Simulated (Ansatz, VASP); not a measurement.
**SnO: VASP beside Ansatz**

Contents of INCAR:

```
SYSTEM = SnO
ALGO = Normal
EDIFF = 1E-7
ENCUT = 520
GGA = PE
ISIF = 2
ISMEAR = -1
LASPH = .TRUE.
LCHARG = .FALSE.
LREAL = .FALSE.
LWAVE = .FALSE.
NBANDS = 17
NELM = 100
PREC = Accurate
SIGMA = 0.02
```

KPOINTS

```
k-points
0
G
  8 8 8
  0 0 0
```

POSCAR

```
SnO
1.0
    3.1207858608      0.0000000000      0.0000000000
    0.0000000000      3.1207858608      0.0000000000
    0.0000000000      0.0000000000      3.1207858608
Sn O
1 1
Direct
    0.0000000000      0.0000000000      0.0000000000
    0.5000000000      0.5000000000      0.5000000000
```

Input for Ansatz:

```yaml
crystal:
  lattice:
    - [3.1207858608, 0.0, 0.0]
    - [0.0, 3.1207858608, 0.0]
    - [0.0, 0.0, 3.1207858608]
  atoms:
    - { symbol: Sn, position: [0.0, 0.0, 0.0] }
    - { symbol: O, position: [0.5, 0.5, 0.5] }
kpoints:
  mp_grid: { grid: [8, 8, 8] }
  band_path:
    path:
      - [0.0, 0.0, 0.0]
      - [0.0, 0.5, 0.0]
      - [0.5, 0.5, 0.0]
      - [0.5, 0.5, 0.5]
      - [0.0, 0.125, -0.5]
    npoints: 1
hamiltonian:
  xc: pbe
scf:
  occupations: { method: fermi_dirac, width: 0.02 }
  n_extra_bands: 4
output:
  forces: true
  stress: true
  eigenvalues: true
```

Change from the starting cell: hydrostatic strain +0.6%.

Alike in both runs: task single point; functional PBE; k mesh 8 × 8 × 8; occupations fermi-dirac, width 0.02 eV; no spin polarisation.

|  | VASP | Ansatz |
| --- | --- | --- |
| version | VASP 6.6.1 | Ansatz 0.2.0 |
| potentials or method | VASP PAW PBE potentials, release 64 (Sn_d, O) | plane waves, PAW |
| plane-wave cutoff (eV) | 520 | 420 |
| valence electrons in the cell | 20 | 20 |

VASP gave:

| Property | Result |
| --- | --- |
| pressure (GPa) | 1.1 |

Estimate Ansatz's values.

pressure (GPa): 1.2.
